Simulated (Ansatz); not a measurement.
# Ytterbium, diamond under PBE: from relaxation to bulk modulus

The plan for ytterbium in the diamond structure: relax it, solve it on a dense k-mesh, switch on spin-orbit coupling, then scale the cell to 7 volumes from 88 to 112 % of the relaxed one and try a fit of the equation of state. The k-meshes are 7×7×7 for the relaxation; 11×11×11 for the dense run; 7×7×7 for spin-orbit coupling; 7×7×7 for the volumes.

Program: Ansatz 0.2.0. Level of theory: DFT PBE, plane waves (420 eV) with PAW, scalar-relativistic. These are calculated values, not measurements.

### 1 Starting point

It takes space group Fd-3m (No. 227, cubic). Conventional cell: a = 7.639 Å, b = 7.639 Å, c = 7.639 Å, α = 90.00°, β = 90.00°, γ = 90.00°. Around Yb (site symmetry -43m) lie 4 Yb at 3.31 Å.

Structure file:

```xyz
2
Lattice="0.0000 3.8197 3.8197 3.8197 0.0000 3.8197 3.8197 3.8197 0.0000" Properties=species:S:1:pos:R:3 pbc="T T T"
Yb    0.9549    0.9549    0.9549
Yb    6.6845    6.6845    6.6845
```

### 2 Relaxing cell and atoms

Input file input.yaml:

```yaml
crystal:
  lattice:
    - [0.0, 3.8197026988, 3.8197026988]
    - [3.8197026988, 0.0, 3.8197026988]
    - [3.8197026988, 3.8197026988, 0.0]
  atoms:
    - { symbol: Yb, position: [0.125, 0.125, 0.125] }
    - { symbol: Yb, position: [0.875, 0.875, 0.875] }
hamiltonian:
  xc: pbe
  pseudopotentials:
    kind: paw
    azcp:
      Yb: "pseudopotentials/Yb.paw.azcp"
basis:
  ecutwfc: 420
  fft_grid_basis: typed
kpoints:
  mp_grid: { grid: [7, 7, 7], shift: [0, 0, 0] }
magnetization:
  spin_polarized: false
scf:
  occupations: { method: fermi_dirac, width: 0.1 }
relax:
  max_steps: 60
  f_tol: 0.01
  cell: {}
```

Started as:

```console
> ansatz run input.yaml --threads 1 --pin off --max-ram 3584MiB --backend cpu --events-out ev --progress --plain --runs-dir out
```

The runs that follow: Single point on a dense mesh; With spin-orbit coupling; Equation of state: 88 %; Equation of state: 92 %; Equation of state: 96 %; Equation of state: 100 %; Equation of state: 104 %; Equation of state: 108 %; Equation of state: 112 %.

Before running it: what results should come out? Wanted: space group; conventional cell; volume; shortest distance; gap on the mesh; relative to fcc; V₀, B₀, B₀′.

The runs gave:

| quantity | value |
| --- | --- |
| space group (spins left aside) | Fd-3m (No. 227) |
| conventional cell | a = 8.643 Å |
| volume | 80.717 Å³/atom |
| shortest distance | 3.743 Å |
| gap on the mesh | none (levels filled in part) |
| relative to fcc | +1166 meV/atom |
| V₀, B₀, B₀′ | 82.183 Å³/atom, 3.3 GPa, 3.2 |

**Reading.** From the guessed start the volume grew by 44.8 % in 7 steps. Against the reference form of ytterbium (fcc, computed apart with the same settings) it stands 1166 meV/atom higher, so it is far from stable. Levels at the Fermi energy are filled in part, as in a metal. The total energy of the spin-orbit run lies -15.8 eV/atom from the scalar one, but the two kinds of run don't share a zero of energy: only differences within one kind count. B₀ comes out at 3.3 GPa, a soft solid. Relaxation kept the symmetry; phonons were not checked.
